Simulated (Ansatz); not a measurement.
Ti2O: relaxation of the atoms with r2SCAN+D4

The system is Ti2O.

```
Ti O
1.0
     2.91940    0.00000    0.00000
    -1.45970    2.52827    0.00000
     0.00000    0.00000    4.71300
Ti O
2 1
Direct
  0.32988 0.66708 0.72103
  0.66778 0.34315 0.27740
  0.99680 0.00509 0.99841
```

The cell isn't the ideal one: atoms moved at random, drawn with an rms of 0.02 Å.

```
Program             : Ansatz 0.2.0
Task                : relaxation of the atoms
Functional          : r2SCAN
Dispersion          : D4
Potentials or basis : Ansatz PAW
Cutoff              : 500 eV (not typed: the program's choice for these potentials)
k mesh              : 8 × 8 × 5
Occupations         : fermi-dirac, width 0.05 eV
Spin                : no spin polarisation
```

- Energy gained by relaxing: 15.3 meV/atom
- Ionic steps: 4
- Pressure after relaxing: 8.3 GPa
- Band gap on the k mesh: none (metal or under the smearing width)

Stress tensor (GPa, compression positive):
```
 7.33  0.00  0.00
 0.00  7.32  0.00
 0.00  0.00 10.20
```

The path:
| step | energy change (eV) | largest force (eV/Å) |
| --- | --- | --- |
| 1 | 0.0000 | 1.0648 |
| 2 | -0.0451 | 0.0979 |
| 3 | -0.0456 | 0.0315 |
| 4 | -0.0458 | 0.0005 |

Final structure:
```
Ti O
1.0
     2.91940    0.00000    0.00000
    -1.45970    2.52827    0.00000
     0.00000    0.00000    4.71300
Ti O
2 1
Direct
  0.33147 0.67174 0.73003
  0.66483 0.33847 0.26786
  0.99816 0.00511 0.99895
```

Levels at points of the mesh, in eV from the Fermi level:
| k point | band 13 | band 14 | band 15 | band 16 | band 17 | band 18 |
| --- | --- | --- | --- | --- | --- | --- |
| (0.00, 0.00, 0.00) | -4.05 | -0.31 | 0.29 | 0.62 | 0.62 | 1.20 |
| (0.00, -0.50, 0.00) | -2.85 | -1.56 | -0.67 | 1.32 | 1.93 | 3.15 |
| (-0.50, 0.00, 0.00) | -2.85 | -1.56 | -0.67 | 1.33 | 1.93 | 3.15 |
| (-0.50, -0.50, 0.00) | -2.85 | -1.56 | -0.67 | 1.33 | 1.93 | 3.15 |

Run time: 56 s on 2 threads of Arm Neoverse V1 (shared host), peak memory 0.59 GiB.

Caveat: semilocal functionals often make such compounds metallic where correlation or magnetic order opens a gap, which also shifts bond lengths; pairwise dispersion overbinds metals, which lowers pressure and volume; the PAW data sets come from PBE, with cores solved anew for the run's functional, which leaves a small shift of forces and pressure; the thresholds are loose for stress.
